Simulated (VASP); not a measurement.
Here is a VASP 6.6.1 calculation.

Contents of INCAR:

```
  PREC = Accurate
  ENCUT = 600
  EDIFF = 1E-7
  ISMEAR = 0
  SIGMA = 0.02
  LREAL = False
  LASPH = True
  NELM = 100
  ALGO = Normal
  ISIF = 3
  LWAVE = False
  LCHARG = False
  GGA = PE
  IBRION = 2
  NSW = 90
  EDIFFG = -0.005
```

File KPOINTS:

```
regular mesh
0
Gamma
  9 9 6
```

POSCAR

```
PtS2
1.0
    3.5487421900      0.0000000000      0.0000000000
   -1.7743710900      3.0733008900      0.0000000000
    0.0000000000      0.0000000000      5.5970665400
Pt S
1 2
Direct
    0.0000000000      0.0000000000      0.0000000000
    0.6666666700      0.3333333300      0.7796640600
    0.3333333300      0.6666666700      0.2203359400
```

Potentials or basis: VASP PAW PBE potentials, release 64 (Pt, S).

Command:

```bash
$ cat potpaw_PBE.64/Pt/POTCAR potpaw_PBE.64/S/POTCAR > POTCAR
$ mpirun -np 1 vasp_std > vasp.out
```

(1) Predict the space group after relaxing (to 0.05 Å).

(2) What does it give for the relaxed cell?

(3) Predict the relaxed volume.

(4) What does it give for the band gap on the k mesh?

Answers

(1) P-3m1 (No. 164).

(2) a = 3.573 Å, b = 3.573 Å, c = 6.309 Å, α = 90.00°, β = 90.00°, γ = 120.00°.

(3) 23.25 Å³/atom.

(4) 1.51 eV, indirect (least direct gap 1.54 eV).

Caveat: spin-orbit coupling is left out, which moves the levels of the heavy elements; an odd mesh through Γ misses points on the zone boundary, where band edges often lie; this functional lacks dispersion, which binds the layers, so the pressure and a relaxed spacing across them are unreliable.
